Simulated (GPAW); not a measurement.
**TePt in GPAW: the effect of target pressure**

TePt:

```
Pt Te
1.0
     4.26288    0.00000    0.00000
    -2.13144    3.69176    0.00000
     0.00000    0.00000    5.66177
Pt Te
2 2
Direct
  0.00000 0.00000 0.00000
  0.00000 0.00000 0.50000
  0.33333 0.66667 0.25000
  0.66667 0.33333 0.75000
```

Measurements of this composition are mostly on another form, of space group No. 166.

Alike in all runs:

- Program: GPAW 26.7.0
- Task: relaxation of cell and atoms
- Functional: PBEsol
- Potentials or basis: PAW data sets generated in the run's folder for this functional
- Cutoff: 600 eV
- Basis: pw
- k mesh: 5 × 5 × 3
- Occupations: fermi-dirac, width 0.05 eV
- Spin: no spin polarisation

Each run relaxes the cell or the atoms first.

```csv
target pressure,target pressure,relaxed volume (Å³/atom)
0 GPa,-,?
2 GPa,2 GPa,20.98
5 GPa,5 GPa,20.56
10 GPa,10 GPa,19.98
20 GPa,20 GPa,19.04
30 GPa,30 GPa,18.30
```

Q: What does the run with target pressure 0 GPa give?

A: Relaxed volume 21.27 Å³/atom.

Worked out: In Murnaghan's law V^(-B') rises as a straight line in P. The other rows fit best with B' = 4.7, V0 = 21.27 Å³/atom and B0 = 137 GPa, which gives 21.27 Å³/atom at 0 GPa, against the run's 21.27.

Caveats: all runs use coarse meshes; later steps reuse the first step's grids; the volume moved by over 15 % at a fixed basis, so the end points are rough (some runs).
